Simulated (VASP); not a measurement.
# A VASP 6.6.1 single-point calculation on SiC

INCAR

```
ENCUT = 520
PREC = Low
LASPH = .TRUE.
LWAVE = .FALSE.
NSW = 0
SIGMA = 0.02
GGA = PS
NELECT = 7
ISMEAR = -1
ISIF = 2
NBANDS = 11
LREAL = .FALSE.
EDIFF = 1E-7
LCHARG = .FALSE.
NELM = 120
IBRION = -1
```

KPOINTS

```
KPOINTS created by Atomic Simulation Environment
0
Gamma
10 10 10
0 0 0
```

POSCAR

```
Si C
 1.0000000000000000
    -0.0000000000000000    2.0138689652489350    2.0138689652489350
     2.0138689652489350    0.0000000000000000    2.0138689652489350
     2.0138689652489350    2.0138689652489350   -0.0000000000000000
 Si  C
   1   1
Cartesian
  0.0000000000000000  0.0000000000000000  0.0000000000000000
  2.0138689652489346  2.0138689652489346  2.0138689652489346
```

The recommended PBE PAW datasets give the neutral cell 8 valence electrons.

Command

```
mpirun -np 1 vasp_std
```

OSZICAR

```
N       E                     dE             d eps       ncg     rms          rms(c)
DAV:   1    -0.131171755809E+02   -0.13117E+02   -0.31188E+03  1109   0.483E+02
DAV:   2    -0.257777431647E+02   -0.12661E+02   -0.12253E+02  1303   0.923E+01
DAV:   3    -0.260370847237E+02   -0.25934E+00   -0.25843E+00  1253   0.996E+00
DAV:   4    -0.260375641832E+02   -0.47946E-03   -0.47944E-03  1148   0.546E-01
DAV:   5    -0.260375652345E+02   -0.10513E-05   -0.10517E-05  1231   0.237E-02    0.686E+00
DAV:   6    -0.260295999574E+02    0.79653E-02   -0.50046E-01  1046   0.293E+00    0.319E+00
DAV:   7    -0.259901337895E+02    0.39466E-01   -0.25898E-01  1187   0.227E+00    0.854E-01
DAV:   8    -0.259918183348E+02   -0.16845E-02   -0.58944E-02  1103   0.109E+00    0.344E-01
DAV:   9    -0.259873070467E+02    0.45113E-02   -0.24427E-02  1097   0.667E-01    0.137E-01
DAV:  10    -0.259872809823E+02    0.26064E-04   -0.67218E-04  1133   0.154E-01    0.558E-02
DAV:  11    -0.259872813627E+02   -0.38043E-06   -0.10842E-05  1227   0.254E-02    0.436E-03
DAV:  12    -0.259872809221E+02    0.44061E-06   -0.19632E-06  1160   0.650E-03    0.276E-03
DAV:  13    -0.259872807901E+02    0.13204E-06   -0.35613E-08   577   0.137E-03    0.575E-04
DAV:  14    -0.259872807932E+02   -0.31662E-08   -0.49258E-09   544   0.399E-04
   1 F= -.25987281E+02 E0= -.25986480E+02  d E =-.160112E-02
```

From OUTCAR

```
k-points           NKPTS =     47   k-points in BZ     NKDIM =     47   number of bands    NBANDS=     11

   NELECT =       7.0000    total number of electrons

   dimension x,y,z NGX =    16 NGY =   16 NGZ =   16
   dimension x,y,z NGXF=    18 NGYF=   18 NGZF=   18

  energy-cutoff  :      520.00
  volume of cell :       16.34
      direct lattice vectors                 reciprocal lattice vectors
     0.000000000  2.013868965  2.013868965    -0.248278318  0.248278318  0.248278318
     2.013868965  0.000000000  2.013868965     0.248278318 -0.248278318  0.248278318
     2.013868965  2.013868965  0.000000000     0.248278318  0.248278318 -0.248278318

 k-points in reciprocal lattice and weights: KPOINTS created by Atomic Simulation Env
   0.00000000  0.00000000  0.00000000       0.001
   0.10000000  0.00000000  0.00000000       0.008
   0.20000000  0.00000000  0.00000000       0.008
   0.30000000  0.00000000  0.00000000       0.008
   0.40000000  0.00000000  0.00000000       0.008
   0.50000000  0.00000000  0.00000000       0.004
   0.10000000  0.10000000  0.00000000       0.006
   0.20000000  0.10000000  0.00000000       0.024
   ...

 E-fermi :  10.3356

 k-point     1 :       0.0000    0.0000    0.0000
  band No.  band energies     occupation
      1      -5.8146      2.00000
      2      12.2652      0.00000
      3      12.2655      0.00000
      4      12.2655      0.00000
      5      20.1746      0.00000
      6      22.1322      0.00000
      7      22.1322      0.00000
      8      22.1322      0.00000
      9      25.9221      0.00000
     10      25.9223      0.00000
     11      25.9223      0.00000

 k-point     2 :       0.1000    0.0000    0.0000
  band No.  band energies     occupation
      1      -5.5727      2.00000
      2      11.1002      0.00000
      3      12.1295      0.00000
      4      12.1297      0.00000
      5      20.4483      0.00000
      6      21.8444      0.00000
      7      22.4150      0.00000
      8      22.4150      0.00000
      9      24.1072      0.00000
     10      24.1073      0.00000
     11      25.7663      0.00000

 k-point     3 :       0.2000    0.0000    0.0000
  band No.  band energies     occupation
      1      -4.8523      2.00000
      2       8.5395      2.00000
      3      11.8204      0.00000
      4      11.8206      0.00000
      5      19.8695      0.00000
      6      21.3105      0.00000
      7      21.3106      0.00000
      8      22.7404      0.00000
      9      24.6377      0.00000
     10      24.6377      0.00000
     11      25.3071      0.00000

 k-point     4 :       0.3000    0.0000    0.0000
  band No.  band energies     occupation
      1      -3.6724      2.00000
      2       5.6570      2.00000
      3      11.5088      0.00000
      4      11.5091      0.00000
      5      19.2269      0.00000
      6      19.8025      0.00000
      7      19.8026      0.00000
      8      23.2790      0.00000
      9      25.6381      0.00000
     10      26.8446      0.00000
     11      26.8447      0.00000

 k-point     5 :       0.4000    0.0000    0.0000
  band No.  band energies     occupation
      1      -2.0997      2.00000
      2       2.9588      2.00000
      3      11.3004      0.00000
      4      11.3006      0.00000
      5      18.8315      0.00000
      6      18.8316      0.00000
      7      18.8742      0.00000
      8      22.9487      0.00000
      9      26.8143      0.00000
     10      29.4822      0.00000
     11      29.4822      0.00000

 ...

  Total      -13.6183152    -13.6183152    -13.6183152      0.0000000      0.0000000      0.0000000
  in kB    -1335.7043469  -1335.7043469  -1335.7043469      0.0000000      0.0000000      0.0000000
  external PRESSURE =   -1335.7043469 kB  Pullay stress =       0.0000000 kB

 POSITION                                       TOTAL-FORCE (eV/Angst)
 -----------------------------------------------------------------------------------
      0.00000      0.00000      0.00000         0.000000      0.000000     -0.000000
      2.01387      2.01387      2.01387        -0.000000     -0.000000      0.000000
 -----------------------------------------------------------------------------------
    total drift:                                0.000000      0.000000      0.000000

  FREE ENERGIE OF THE ION-ELECTRON SYSTEM (eV)
  ---------------------------------------------------
  free  energy   TOTEN  =       -25.9872807932 eV

  energy  without entropy=      -25.9856796732  energy(sigma->0) =      -25.98648023
```

It converged. Results: pressure -133.6 GPa.

The cell is charged and sits in a uniform background.

For comparison, a separate PBEsol run of the intended cell, on usual settings and not on those above, gives a gap of -0.92 eV on its mesh and a pressure of 1.7 GPa.

The run above took about 4.8 s on one core of a shared host (Intel Xeon Platinum 8488C) and held 0.11 GiB at most.
